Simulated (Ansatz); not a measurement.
# ZnH: a trial structure relaxed, part 2 of 2

The task: take a trial cell of ZnH to zero force and stress.

Ansatz 0.2.0; DFT PBE, scalar-relativistic, plane waves, PAW. Earlier steps stand in the parts before.

## 4. Full relaxation

The end of the coarse run is made exact in the group found at a tolerance of 0.06 Å and reduced to its primitive cell.

The input, input.yaml:

```yaml
crystal:
  lattice:
    - [0.0, 2.2085089438, 2.2085089438]
    - [2.2085089438, 0.0, 2.2085089438]
    - [2.2085089438, 2.2085089438, 0.0]
  atoms:
    - { symbol: Zn, position: [0.0, 0.0, 0.0] }
    - { symbol: H, position: [0.75, 0.75, 0.75] }
basis:
  ecutwfc: 420
kpoints:
  mp_grid: { grid: [22, 22, 22] }
hamiltonian:
  xc: pbe
scf:
  occupations: { method: gaussian, width: 0.1 }
output:
  forces: true
  stress: true
  eigenvalues: true
relax:
  adjacent_minimum: "off"
  f_tol: 0.01
  max_steps: 80
  cell: { stress_tol: 0.05 }
```

Started as:

```
$ ansatz run input.yaml --threads 1 --pin off --max-ram 2048MiB --backend cpu --events-out ev --progress --plain --runs-dir out
```

Log:

```text
Warning: RAYON_NUM_THREADS=1 ignored (pool sized by the plan → 1); use --threads N
Engine: ansatz 0.2.0, aarch64-unknown-linux-gnu
Pseudopotentials: kind: paw
Pseudopotential: Zn, paw, valence charge 12, recommended cutoff 420 eV (normal), Zn.paw.azcp
Pseudopotential: H, paw, valence charge 1, recommended cutoff 420 eV (normal), H.paw.azcp
Functional definition: PBE
  parameter kappa = 0.804
  parameter beta = 0.06672455060314922
  exchange = pbe_x(kappa = kappa, mu = beta*pi^2/3)
  correlation = pbe_c(beta = beta)
Crystal: 2 atoms, lattice volume = 21.544 Å³
Basis set: ecut = 420 eV, 411 PW (Γ), exchange–correlation on 48×48×48 points (8 copies of the dense FFT grid, shifted against one another)
Bands: 11, of which v1, the nominal top of the filled ones, is band 7 counted from 1 (6 counted from 0)
Symmetry: 24 space group operations
Space group: F-43m (ITA 216), of the structure as read, at distance tolerance 2.8e-5 Å
k-points: 328 of 10648 (time reversal used)
Non-local potential: Zn, projectors of the file, l = 0: 2, l = 1: 2, l = 2: 3, l = 3: 1
Non-local potential: H, projectors of the file, l = 0: 2, l = 1: 1
PAW form: soft (Blöchl's): semilocal exchange-correlation on the pseudo side does not see the compensation charge
PAW one-centre angular grid: Zn, 590 points (default); XC on 64 Gauss nodes
PAW one-centre angular grid: H, 110 points (default); XC on 64 Gauss nodes
Initial density: superposition of atomic densities (neutral atoms: chi_scale 0, normalization atom), corrected by the library's trained network
Initial wavefunctions: pseudopotential atomic-orbital guess
Functional: x = pbe(κ = 0.804, μ = 0.2195149727645171), c = pbe(β = 0.06672455060314922)
SCF iter   1: F=—  HF=-3333.951079 eV  |F-HF|=—  |Δ(HF+E_count)|=         —  Δρ=5.90e-3  dr2=3.96e-3  ethr=1.77e-3  ⟨swp⟩=5.1  Hψ=21726  notcnv=0
preconditioner: auto → none  [metal: Δε(μ)=0.007 eV  Ē_g=15.055 eV  σ=0.100 eV  W_gap=0.04  n_scr=8 (ndim 8)  ℏωp=28.8 eV  f_vac=0.000  D(μ)=0.69/eV (n_scr^D=0)  sad-step TF]
SCF iter   2: F=—  HF=-3333.950917 eV  |F-HF|=—  |Δ(HF+E_count)|=   1.62e-4  Δρ=2.22e-3  dr2=7.74e-4  ethr=3.04e-5  ⟨swp⟩=2.4  Hψ=8177  notcnv=0
SCF iter   3: F=—  HF=-3333.950816 eV  |F-HF|=—  |Δ(HF+E_count)|=   1.01e-4  Δρ=1.66e-3  dr2=3.42e-4  ethr=5.96e-6  ⟨swp⟩=2.0  Hψ=5472  notcnv=0
SCF iter   4: F=—  HF=-3333.950701 eV  |F-HF|=—  |Δ(HF+E_count)|=   1.15e-4  Δρ=1.97e-4  dr2=2.50e-6  ethr=2.63e-6  ⟨swp⟩=2.0  Hψ=5227  notcnv=0
SCF iter   5: F=—  HF=-3333.950705 eV  |F-HF|=—  |Δ(HF+E_count)|=   4.12e-6  Δρ=8.84e-5  dr2=6.74e-7  ethr=1.92e-8  ⟨swp⟩=2.0  Hψ=5595  notcnv=0
SCF iter   6: F=-3333.950706 eV  HF=-3333.950706 eV  |F-HF|=4.16e-10  |Δ(HF+E_count)|=   9.19e-7  Δρ=6.64e-6  dr2=5.87e-9  ethr=7.69e-10  ⟨swp⟩=4.3  Hψ=15516  notcnv=0
SCF 1 converged in 6 iterations: F = -3333.950706 eV  dr2 = 5.87e-9
relax step   1: F+E_penalty+E_count = -3333.95070566 eV  Δ(F+E_penalty+E_count) = +0.000e0 eV  max|allowed force component| = 2.585e-16 eV/Å  Δτ_max = 0.0000 Å  P = +0.504 GPa  Ω = 21.544 Å³  (6 SCF iters, dr2 threshold 1.00e-7 eV, accepted)
Crystal: 2 atoms, lattice volume = 21.711 Å³
Initial density: handed on by an earlier stage of this run
Initial wavefunctions: those handed on with the density
iter 1 solved again at ethr=7.30e-7 eV; its pass at ethr=3.10e-3 eV (dr2=9.49e-5 eV) is discarded
SCF iter   1: F=—  HF=-3333.950869 eV  |F-HF|=—  |Δ(HF+E_count)|=         —  Δρ=7.47e-4  dr2=1.04e-4  ethr=7.30e-7  ⟨swp⟩=2.1  Hψ=29201  notcnv=0
preconditioner: auto → none  [metal: Δε(μ)=0.002 eV  Ē_g=15.050 eV  σ=0.100 eV  W_gap=0.01  n_scr=8 (ndim 8)  ℏωp=28.7 eV  f_vac=0.000  D(μ)=0.69/eV (n_scr^D=0)]
SCF iter   2: F=—  HF=-3333.950839 eV  |F-HF|=—  |Δ(HF+E_count)|=   2.93e-5  Δρ=3.66e-4  dr2=1.32e-5  ethr=7.30e-7  ⟨swp⟩=2.0  Hψ=5453  notcnv=0
SCF iter   3: F=—  HF=-3333.950830 eV  |F-HF|=—  |Δ(HF+E_count)|=   9.00e-6  Δρ=9.92e-5  dr2=2.11e-6  ethr=1.01e-7  ⟨swp⟩=2.0  Hψ=5654  notcnv=0
SCF iter   4: F=-3333.950830 eV  HF=-3333.950830 eV  |F-HF|=1.71e-8  |Δ(HF+E_count)|=   5.97e-7  Δρ=2.10e-5  dr2=8.40e-8  ethr=1.54e-9  ⟨swp⟩=3.1  Hψ=14669  notcnv=0
SCF 2 converged in 4 iterations: F = -3333.950830 eV  dr2 = 8.40e-8
relax step   2: F+E_penalty+E_count = -3333.95082959 eV  Δ(F+E_penalty+E_count) = -1.239e-4 eV  max|allowed force component| = 2.491e-16 eV/Å  Δτ_max = 0.0000 Å  P = +0.118 GPa  Ω = 21.711 Å³  energy of the carried Pulay correction = -1.982e-4 eV  (4 SCF iters, dr2 threshold 2.00e-7 eV, accepted)
Crystal: 2 atoms, lattice volume = 21.762 Å³
iter 1 solved again at ethr=7.65e-8 eV; its pass at ethr=3.10e-3 eV (dr2=9.95e-6 eV) is discarded
SCF iter   1: F=—  HF=-3333.950793 eV  |F-HF|=—  |Δ(HF+E_count)|=         —  Δρ=2.35e-4  dr2=1.08e-5  ethr=7.65e-8  ⟨swp⟩=2.2  Hψ=29292  notcnv=0
preconditioner: auto → none  [metal: Δε(μ)=0.017 eV  Ē_g=15.026 eV  σ=0.100 eV  W_gap=0.09  n_scr=8 (ndim 8)  ℏωp=28.7 eV  f_vac=0.000  D(μ)=0.69/eV (n_scr^D=0)]
SCF iter   2: F=—  HF=-3333.950789 eV  |F-HF|=—  |Δ(HF+E_count)|=   4.21e-6  Δρ=1.23e-4  dr2=1.45e-6  ethr=7.65e-8  ⟨swp⟩=2.0  Hψ=5384  notcnv=0
SCF iter   3: F=—  HF=-3333.950788 eV  |F-HF|=—  |Δ(HF+E_count)|=   8.58e-7  Δρ=3.35e-5  dr2=2.51e-7  ethr=1.11e-8  ⟨swp⟩=2.0  Hψ=5568  notcnv=0
SCF iter   4: F=-3333.950788 eV  HF=-3333.950788 eV  |F-HF|=8.68e-9  |Δ(HF+E_count)|=   3.78e-8  Δρ=1.01e-5  dr2=1.51e-8  ethr=2.67e-10  ⟨swp⟩=2.9  Hψ=13751  notcnv=0
SCF 3 converged in 4 iterations: F = -3333.950788 eV  dr2 = 1.51e-8
relax step   3: F+E_penalty+E_count = -3333.95078788 eV  Δ(F+E_penalty+E_count) = +4.171e-5 eV  max|allowed force component| = 1.847e-16 eV/Å  Δτ_max = 0.0000 Å  P = +0.002 GPa  Ω = 21.762 Å³  energy of the carried Pulay correction = -2.590e-4 eV  (4 SCF iters, dr2 threshold 3.47e-8 eV, accepted)
Initial wavefunctions: pseudopotential atomic-orbital guess (no wavefunctions were taken with the density)
iter 1 solved again at ethr=2.09e-8 eV; its pass at ethr=3.10e-3 eV (dr2=2.71e-6 eV) is discarded
SCF iter   1: F=—  HF=-3333.950702 eV  |F-HF|=—  |Δ(HF+E_count)|=         —  Δρ=4.34e-4  dr2=8.94e-7  ethr=2.09e-8  ⟨swp⟩=3.1  Hψ=32493  notcnv=0
preconditioner: auto → none  [metal: Δε(μ)=0.017 eV  Ē_g=15.022 eV  σ=0.100 eV  W_gap=0.09  n_scr=8 (ndim 8)  ℏωp=28.7 eV  f_vac=0.000  D(μ)=0.69/eV (n_scr^D=0)]
SCF iter   2: F=—  HF=-3333.950964 eV  |F-HF|=—  |Δ(HF+E_count)|=   2.63e-4  Δρ=2.18e-4  dr2=2.51e-7  ethr=6.88e-9  ⟨swp⟩=2.6  Hψ=5339  notcnv=0
SCF iter   3: F=—  HF=-3333.951051 eV  |F-HF|=—  |Δ(HF+E_count)|=   8.67e-5  Δρ=3.39e-5  dr2=8.74e-8  ethr=1.93e-9  ⟨swp⟩=2.1  Hψ=5431  notcnv=0
SCF iter   4: F=—  HF=-3333.951052 eV  |F-HF|=—  |Δ(HF+E_count)|=   7.32e-7  Δρ=8.11e-6  dr2=6.48e-10  ethr=6.72e-10  ⟨swp⟩=2.0  Hψ=5475  notcnv=0
SCF iter   5: F=—  HF=-3333.951052 eV  |F-HF|=—  |Δ(HF+E_count)|=   1.14e-7  Δρ=1.13e-6  dr2=5.17e-11  ethr=4.98e-12  ⟨swp⟩=2.0  Hψ=5737  notcnv=0
SCF iter   6: F=-3333.951052 eV  HF=-3333.951052 eV  |F-HF|=3.18e-12  |Δ(HF+E_count)|=   1.92e-9  Δρ=1.11e-7  dr2=2.34e-12  ethr=1.00e-12  ⟨swp⟩=5.0  Hψ=12805  notcnv=0
SCF 4 converged in 6 iterations: F = -3333.951052 eV  dr2 = 2.34e-12
relax step   4: F+E_penalty+E_count = -3333.95105189 eV  Δ(F+E_penalty+E_count) = -2.640e-4 eV  max|allowed force component| = 1.846e-16 eV/Å  Δτ_max = 0.0000 Å  P = +0.005 GPa  Ω = 21.762 Å³  stress off target by 4.98e-3 GPa  SCF on the basis re-selected at this cell (its energy is not comparable with the rows above)  (6 SCF iters)
basis re-selected at this cell: Δ(F+E_penalty+E_count) = -2.640e-4 eV, ΔP = +0.003 GPa vs the last step (what re-selecting the basis moved, of the pressure what is left beyond the Pulay correction that the steps carried, after the strain that the cell walked since its last selection, with what the two solves' SCF thresholds leave and, on support functions, any second-order correction that the steps lacked; it is no measure of the basis error at this ecutwfc). This SCF's stress stands 4.98e-3 GPa from its target on what of the cell is left free (relax.cell.stress_tol is 5.00e-2 GPa) and its largest allowed force component is 1.85e-16 eV/Å (relax.f_tol is 1.00e-2 eV/Å): within both
SCF converged after 6 iterations
Free energy (F): -3333.951052 eV
Harris-Foulkes:  -3333.951052 eV  (|F-HF|=3.18e-12)
Internal energy: -3333.947619 eV  (E = F + TS)
E sigma→0 (E₀):  -3333.949335 eV
Entropy (-TS):   -0.003433 eV (-1.717 meV/atom)
Fermi energy:    7.696698 eV
--- Per-component energies (eV) ---
  E_band       = 11.775192
  E_kinetic    = 143.249550
  E_local      = -1726.511179  (includes V_loc(G=0)·N_el)
  E_nonlocal   = 613.147272
  E_hartree    = 719.387822
  E_xc         = -145.740991
  E_vxc        = -62.957178  (∫ρ·V_xc dr)
  E_paw        = -1826.202147  (= ΣΔE_a)
  E_vpaw       = -393.927680  (= ΣTr[D̂ρ^β])
  E_aug_tail   = -0.001284  (compensation charges beyond the density's cutoff)
  E_ewald      = -1111.276662
  E_smearing   = -0.003433  (= −TS)
  E_closure    = -0.000000  (closes the sum)
  Σ components = -3333.951052   (vs F -3333.951052, Δ=0.00e0)
--- Forces (eV/Å), atoms counted from 1 ---
  atom   1  Zn    -0.00000000     0.00000000     0.00000000
  atom   2  H     -0.00000000     0.00000000     0.00000000
  max |Σ_I F_I| component: 3.71e-16 eV/Å
--- Stress (GPa, compression-positive) ---
        0.004976       0.000000       0.000000
        0.000000       0.004976      -0.000000
        0.000000      -0.000000       0.004976
  P = ⅓ Tr σ = 0.0050 GPa (0.050 kbar)
--- Band table (eV; the first three rows and the last of 328) ---
  k-point 0: bands = ["-3.0498", "0.2190", "0.2190", "0.2190", "0.4661", "0.4661", "13.9503", "20.5311", "20.5311", "20.5311", "22.5800"]
  k-point 1: bands = ["-3.0069", "0.2158", "0.2231", "0.2231", "0.4651", "0.4651", "13.8634", "19.7429", "20.3439", "20.3439", "22.8278"]
  k-point 2: bands = ["-2.8794", "0.2081", "0.2345", "0.2345", "0.4629", "0.4629", "13.5711", "18.5292", "19.9441", "19.9441", "23.3916"]
  k-point 327: bands = ["-0.5813", "0.1243", "0.2590", "0.4891", "0.6298", "3.9382", "7.8285", "8.9213", "10.1997", "20.1870", "23.1774"]
--- Relaxed structure (3 steps of the walk, 3 accepted, 1 SCFs on fresh bases) ---
  F+E_penalty+E_count = -3333.95105189 eV   max|allowed force component| = 1.846e-16 eV/Å   (the final SCF, on the basis selected at the relaxed cell)
  cell:  # Å, volume = 21.7623 Å³
    - [-1.1209818472370298e-32, 2.215942012989355, 2.215942012989355]
    - [2.215942012989355, 5.299186914211413e-33, 2.215942012989355]
    - [2.215942012989355, 2.215942012989355, -6.72589108342218e-33]
  atoms:
    - { symbol: Zn, position: [3.328323682688066e-33, -2.7469571005591463e-33, -1.5260872780884147e-33] }
    - { symbol: H, position: [0.7499999999999999, 0.7499999999999999, 0.7499999999999999] }
```

It took 40 s on 1 thread of Arm Neoverse V1, shared host; peak memory 0.4 GiB.

Step by step:

```
step  energy from step 1 (eV/cell)  largest force component (eV/Å)  pressure (GPa)  volume (Å³)
   1                        0.0000                          0.0000            0.50        21.54
   2                       -0.0001                          0.0000            0.12        21.71
   3                       -0.0001                          0.0000            0.00        21.76
   4                       -0.0003                          0.0000            0.00        21.76
```

Step 1 is the start. Step 4 repeats the geometry before it on a plane-wave basis chosen anew for that cell, so its energy need not be comparable with the rows above.

Lengths and angles in the start's conventional setting:

|  | before | after | change |
| --- | --- | --- | --- |
| a (Å) | 4.417 | 4.432 | +0.3 % |
| b (Å) | 4.417 | 4.432 | +0.3 % |
| c (Å) | 4.417 | 4.432 | +0.3 % |
| volume (Å³/atom) | 10.77 | 10.88 | +1.0 % |
| shortest distance (Å) | 1.913 | 1.919 | +0.3 % |
| space group (0.01 Å) | F-43m | F-43m | same |

The run keeps the 24 symmetry operations of the start, so it could not have lowered the symmetry.

## 5. Changing settings: xc r2scan, occupations.method tetrahedron, width left out

The input, input.yaml:

```yaml
crystal:
  lattice:
    - [0.0, 2.215942013, 2.215942013]
    - [2.215942013, 0.0, 2.215942013]
    - [2.215942013, 2.215942013, 0.0]
  atoms:
    - { symbol: Zn, position: [0.0, 0.0, 0.0] }
    - { symbol: H, position: [0.75, 0.75, 0.75] }
basis:
  ecutwfc: 420
kpoints:
  mp_grid: { grid: [22, 22, 22] }
hamiltonian:
  xc: r2scan
scf:
  occupations: { method: tetrahedron }
output:
  forces: true
  eigenvalues: true
  stress: true
```

Started as:

```
$ ansatz run input.yaml --threads 1 --pin off --max-ram 2048MiB --backend cpu --events-out ev --progress --plain --runs-dir out
```

Log, shortened:

```text
Warning: output.forces, output.stress, relax.cell or npt_langevin: where a Kohn–Sham band that disperses or a degenerate level is filled in part under the method tetrahedron, the forces or the stress that this run publishes need not agree with its energy (scf.occupations.method in the [...]
Warning: basis.ecutwfc = 420 eV is below the records' recommended 500 eV, and the density's cutoff is lower with it unless basis.ecutrho_ratio is high enough to keep the records' density cutoff: compare with a run at a higher cutoff
Warning: RAYON_NUM_THREADS=1 ignored (pool sized by the plan → 1); use --threads N
[...]
Pseudopotentials: kind: paw
Pseudopotential: Zn, paw, valence charge 12, recommended cutoff 500 eV (meta_gga), Zn.paw.azcp
Pseudopotential: H, paw, valence charge 1, recommended cutoff 500 eV (meta_gga), H.paw.azcp
Functional definition: r2SCAN
[...]
Crystal: 2 atoms, lattice volume = 21.762 Å³
Basis set: ecut = 420 eV, 411 PW (Γ), exchange–correlation on 96×96×96 points (64 copies of the dense FFT grid, shifted against one another)
Bands: 11, of which v1, the nominal top of the filled ones, is band 7 counted from 1 (6 counted from 0)
[...]
k-points: 328 of 10648 (time reversal used)
[...]
SCF iter   1: F=—  HF=-3340.589650 eV  |F-HF|=—  |Δ(HF+E_count)|=         —  Δρ=1.49e-2  dr2=2.49e-2  dr2_τ=1.29e-3  ethr=1.77e-3  ⟨swp⟩=5.9  Hψ=22096  notcnv=0
[...]
SCF iter   7: F=-3340.587341 eV  HF=-3340.587341 eV  |F-HF|=8.00e-10  |Δ(HF+E_count)|=   4.28e-7  Δρ=8.75e-6  dr2=8.46e-9  dr2_τ=6.26e-11  ethr=7.69e-10  ⟨swp⟩=4.8  Hψ=12619  notcnv=0
[...]
SCF converged after 7 iterations
Stability not checked: this state was not tested for a lower state beside it, because cold or Methfessel-Paxton smearing, or corrected tetrahedra, fill the levels in a way that the test cannot read (fill_not_monotonic; see scf.lower_state_search)
Free energy (F): -3340.587341 eV
[...]
E sigma→0 (E₀):  -3340.587341 eV
Fermi energy:    7.708202 eV
[...]
--- Forces (eV/Å), atoms counted from 1 ---
  atom   1  Zn    -0.00000000     0.00000000     0.00000000
  atom   2  H     -0.00000000     0.00000000    -0.00000000
[...]
--- Stress (GPa, compression-positive) ---
       -2.859959      -0.000000       0.000000
       -0.000000      -2.859959      -0.000000
        0.000000      -0.000000      -2.859959
  P = ⅓ Tr σ = -2.8600 GPa (-28.600 kbar)
--- Band table (eV; the first three rows and the last of 328) ---
  k-point 0: bands = ["-3.6060", "-0.1963", "-0.1963", "-0.1963", "0.0563", "0.0563", "14.2661", "21.1893", "21.1893", "21.1893", "23.0030"]
[...]
```

Wall time 15 s (1 thread of Arm Neoverse V1, shared host); peak memory 0.43 GiB.

```tsv
run	ending	energy change	pressure (GPa)	gap (eV)	force (eV/Å)	cycles	time
step 4	converged	-	0.0	0.00	0.00	-	40 s
variant	converged	not comparable	-2.9	0.00	0.00	7	15 s
```

After a change of functional the difference of the totals has no physical meaning; the pressure goes from 0.0 to -2.9 GPa. The smearing changed too. The cutoff is under what these potentials recommend, as the log warns, so basis error is mixed in.

## 6. Summary of results

This closing draws on all 2 parts. Changes of volume or cell count from the first structure of part 1.

| quantity | value |
| --- | --- |
| symmetry at the end (tolerance 0.05 Å) | space group F-43m (No. 216) |
| conventional cell | a = 4.432 Å, b = 4.432 Å, c = 4.432 Å, α = 90.00°, β = 90.00°, γ = 90.00° |
| volume | 10.88 Å³/atom |
| energy over the elements (uncorrected; H, N, O, F and Cl as molecules) | +0.48 eV/atom |
| gap on the mesh | none (metal) |

What this shows: The space group F-43m (No. 216) is kept, and the volume per atom shrinks by 14.5 % from the first guess. The formation energy is positive, so the separate elements lie lower. No finished test with a distortion of lower symmetry is shown, so the end may be a saddle point.
